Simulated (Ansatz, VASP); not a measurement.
**One calculation of Pb, two programs**

The input POSCAR:

```
Pb
1.0
    3.4329672075      0.0000000000      0.0000000000
   -1.7164836037      2.9730368121      0.0000000000
    0.0000000000      0.0000000000      5.5144501982
Pb
2
Direct
    0.6666666667      0.3333333333      0.7500000000
    0.3333333333      0.6666666667      0.2500000000
```

The input INCAR.step1:

```
  PREC = Accurate
  ENCUT = 520
  ISMEAR = -1
  SIGMA = 0.05
  LREAL = F
  LASPH = T
  NELM = 60
  NBANDS = 21
  GGA = PE
  ALGO = Normal
  EDIFF = 1E-4
  LWAVE = T
  LCHARG = F
```

The input INCAR.step2:

```
  PREC = Accurate
  ENCUT = 520
  EDIFF = 1E-6
  ISMEAR = -1
  SIGMA = 0.05
  LREAL = F
  LASPH = T
  NELM = 60
  ALGO = Normal
  ISIF = 2
  LWAVE = F
  LCHARG = T
  METAGGA = R2SCAN
  LMIXTAU = T
  LELF = T
  LVHAR = T
  NBANDS = 21
  ISTART = 1
```

The input KPOINTS:

```
regular mesh
0
Gamma
  9 9 5
```

File input.yaml:

```yaml
crystal:
  lattice:
    - [3.4329672075, 0.0, 0.0]
    - [-1.7164836037, 2.9730368121, 0.0]
    - [0.0, 0.0, 5.5144501982]
  atoms:
    - { symbol: Pb, position: [0.6666666667, 0.3333333333, 0.75] }
    - { symbol: Pb, position: [0.3333333333, 0.6666666667, 0.25] }
hamiltonian:
  xc: r2scan
  pseudopotentials: { kind: paw }
kpoints:
  mp_grid: { grid: [9, 9, 5] }
scf:
  occupations: { method: fermi_dirac, width: 0.05 }
output:
  forces: true
  stress: true
  eigenvalues: true
  write_density: true
  write_potential: true
  elf: true
  volumetric_format: npy
```

This isn't the form of Pb at room conditions, which is fcc.

Alike in both runs: task single point; functional r2SCAN; k mesh 9 × 9 × 5; occupations fermi-dirac, width 0.05 eV; no spin polarisation.

|  | VASP | Ansatz |
| --- | --- | --- |
| version | VASP 6.6.1 | Ansatz 0.2.0 |
| potentials or method | VASP PAW PBE potentials, release 64 (Pb_d) | Ansatz PAW |
| plane-wave cutoff (eV) | 520 | 500 |
| valence electrons in the cell | 28 | 28 |

```tsv
	VASP	Ansatz	Ansatz less VASP
gap on the k mesh at the Fermi level (eV)	none	none	-
pressure (GPa)	5.5	5.4	-0.03
largest component of the traceless stress (GPa)	3.23	3.22	-0.005
```

A gap of «none» marks a metal or a gap that the smearing closes.

Caveats: the PAW data sets were made with another functional, which shifts forces and pressure a little (VASP); the PAW data sets come from PBE, with cores solved anew for the run's functional, which leaves a small shift of forces and pressure (Ansatz). The runs have no spin-orbit coupling, so splittings on Pb are missing.
